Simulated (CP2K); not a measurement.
Runs of CP2K 2026.2 on Ge. It takes space group I4_1/amd (No. 141, tetragonal). The conventional cell has a = 5.149 Å, b = 5.149 Å, c = 2.795 Å, α = 90.00°, β = 90.00°, γ = 90.00°. Ge (site symmetry -4m2) is surrounded by 6 Ge at 2.67 to 2.79 Å. This isn't the form of Ge at room conditions, which is diamond.

```tsv
level	potentials or basis	cell	smearing	EPS_DEFAULT	NGRIDS	basis sets	potentials	points a segment of the path (NPOINTS)	gap on the mesh (eV)	pressure (GPa)
SCAN	POTENTIAL_UZH Ge GTH-SCAN-q4; TZVP-MOLOPT-SCAN-GTH basis	as given	fermi-dirac 0.05 eV	1.0E-9	4	Ge TZVP-MOLOPT-SCAN-GTH-q4	Ge GTH-SCAN-q4 of POTENTIAL_UZH	10	none	-2.2
r2SCAN	POTENTIAL_UZH Ge GTH-SCAN-q4; TZVP-MOLOPT-SCAN-GTH basis	as given	fermi-dirac 0.05 eV	1.0E-10	4	Ge TZVP-MOLOPT-SCAN-GTH-q4	Ge GTH-SCAN-q4 of POTENTIAL_UZH	6	none	-2.9
LDA	GTH_POTENTIALS Ge GTH-PADE-q4; TZVP-MOLOPT-PBE-GTH basis	the cell as VASP's run set it	gaussian 0.05 eV	1.0E-10	4	Ge TZVP-MOLOPT-PBE-GTH-q4	Ge GTH-PADE-q4 of GTH_POTENTIALS	8	none	-2.7
LDA	GTH_POTENTIALS Ge GTH-PADE-q4; TZVP-MOLOPT-PBE-GTH basis	as given	fermi-dirac 0.05 eV	1.0E-9	5	Ge TZVP-MOLOPT-PBE-GTH-q4	Ge GTH-PADE-q4 of GTH_POTENTIALS	6	none	-2.7
TASK	POTENTIAL_UZH Ge GTH-SCAN-q4; TZVP-MOLOPT-SCAN-GTH basis	as given	fermi-dirac 0.1 eV	1.0E-9	5	Ge TZVP-MOLOPT-SCAN-GTH-q4	Ge GTH-SCAN-q4 of POTENTIAL_UZH	8	none	(a)
r2SCAN	POTENTIAL_UZH Ge GTH-SCAN-q4; TZVP-MOLOPT-SCAN-GTH basis	as given	fermi-dirac 0.0259 eV	1.0E-9	4	Ge TZVP-MOLOPT-SCAN-GTH-q4	Ge GTH-SCAN-q4 of POTENTIAL_UZH	8	none	-2.9
```

Alike in all rows: task band structure; no spin polarisation; k mesh 11 × 11 × 11.

Q: Estimate the missing entries.

A: (a) -1.4.

Caveats: the basis of atomic orbitals isn't converged, which shifts pressures, moduli and gaps; the potentials were made for another functional, which shifts forces and pressure (some runs).

A k mesh can miss the band edges, and the runs leave out spin-orbit coupling on Ge.

A gap of «none» marks a metal or a gap under the smearing width.

Not every run made on this cell is shown here.
